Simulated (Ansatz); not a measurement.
# Ti3Al: the cost of one run

Computed with Ansatz 0.2.0 (DFT PBEsol, scalar-relativistic, plane waves, PAW, unless a step's input says otherwise).

The COD entry's cell or inner coordinates are ideal or old and differ from later refinements, so a difference from it is no clean test against experiment.

4 further runs of the same task are left out: 4 set aside as unsound or not needed. Runs told in other sessions of the task aren't counted.

## Step 1: The system as given

It takes space group P6_3/mmc (No. 194, hexagonal). Conventional cell: a = 5.688 Å, b = 5.688 Å, c = 4.608 Å, α = 90.00°, β = 90.00°, γ = 120.00°. Around Ti (site symmetry mm2) lie 8 Ti at 2.79 to 2.90 Å and 4 Al at 2.81 to 2.84 Å. Al (site symmetry -6m2) is surrounded by 12 Ti at 2.81 to 2.84 Å.

Structure file:

```
Ti Al
1.0
     5.68780    0.00000    0.00000
    -2.84390    4.92578    0.00000
     0.00000    0.00000    4.60772
Ti Al
6 2
Direct
  0.83031 0.16969 0.25000
  0.66062 0.83031 0.75000
  0.83031 0.66062 0.25000
  0.16969 0.83031 0.75000
  0.33938 0.16969 0.25000
  0.16969 0.33938 0.75000
  0.33333 0.66667 0.25000
  0.66667 0.33333 0.75000
```

It is the result of an earlier relaxation at this level (volume 16.14 Å³/atom; gap on the mesh: none (metal)).

## Step 2: Zero of energy

The reference gives a free energy of -15894.7881 eV, pressure 0.01 GPa, largest force 0.008 eV/Å and gap on the mesh none (metal). It was computed beforehand with the settings of the runs below.

## Step 3: Next: a sublattice displacement scan

Every Ti atom is moved by x along the Cartesian unit vector (0.577, 0.577, 0.577); the cell and all other atoms stay fixed. Forces below are components along that vector, summed over the moved atoms.

## Step 4: x = -0.100 Å

input.yaml reads:

```yaml
crystal:
  lattice:
    - [5.6877954778, 0.0, 0.0]
    - [-2.8438977389, 4.9257753753, 0.0]
    - [0.0, 0.0, 4.607722049]
  atoms:
    - { symbol: Ti, position: [0.8142999958, 0.1579678138, 0.2374699415] }
    - { symbol: Ti, position: [0.6446111792, 0.8185901806, 0.7374699415] }
    - { symbol: Ti, position: [0.8142999958, 0.648901364, 0.2374699415] }
    - { symbol: Ti, position: [0.153677629, 0.8185901806, 0.7374699415] }
    - { symbol: Ti, position: [0.3233664456, 0.1579678138, 0.2374699415] }
    - { symbol: Ti, position: [0.153677629, 0.3276566304, 0.7374699415] }
    - { symbol: Al, position: [0.3333333333, 0.6666666667, 0.25] }
    - { symbol: Al, position: [0.6666666667, 0.3333333333, 0.75] }
basis:
  ecutwfc: 420
kpoints:
  mp_grid: { grid: [12, 12, 10] }
hamiltonian:
  xc: pbesol
scf:
  occupations: { method: gaussian, width: 0.15 }
output:
  forces: true
  stress: true
  eigenvalues: true
```

Run with:

```bash
$ ansatz run input.yaml --threads 2 --pin off --max-ram 5120MiB --backend cpu --events-out ev --progress --plain --runs-dir out
```

**Question.** How long does this run take on 2 threads of AMD EPYC 9R45 (Zen 5), shared host, and how much memory does it need?

About 52 s, with a peak of 2.8 GiB.
